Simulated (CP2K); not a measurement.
GaN:

```
Ga N
1.0
     3.18693    0.00000    0.00000
     1.59347    2.75996    0.00000
     1.59347    0.91999    2.60212
Ga N
1 1
Direct
  0.00000 0.00000 0.00000
  0.25000 0.25000 0.25000
```

The cell is a database's computed one.

Base run:

* Program: CP2K 2026.2
* Functional: LDA
* Potentials or basis: POTENTIAL_UZH Ga GTH-PBE-q13, N GTH-PBE-q5; TZVP-MOLOPT-PBE-GTH basis
* Density cutoff: 9184 eV
* k mesh: 10 × 10 × 10
* Occupations: fermi-dirac, width 0.05 eV
* Spin: no spin polarisation

Its results: band gap on the k mesh 1.52 eV, direct; pressure -1.2 GPa.

After a change of settings the same cell gave: band gap on the k mesh 1.58 eV, direct; pressure 2.4 GPa. Which change was it?
A. functional from LDA to BLYP
B. functional from LDA to OLYP
C. functional from LDA to WC
D. functional from LDA to TPSS

C.

WC binds less tightly than LDA, so the same cell stands under more pressure.

Caveats: the potentials were made for another functional, which shifts forces and pressure; the basis of atomic orbitals isn't converged, which shifts pressures, moduli and gaps.

Runs at the PBE level aren't shown here.
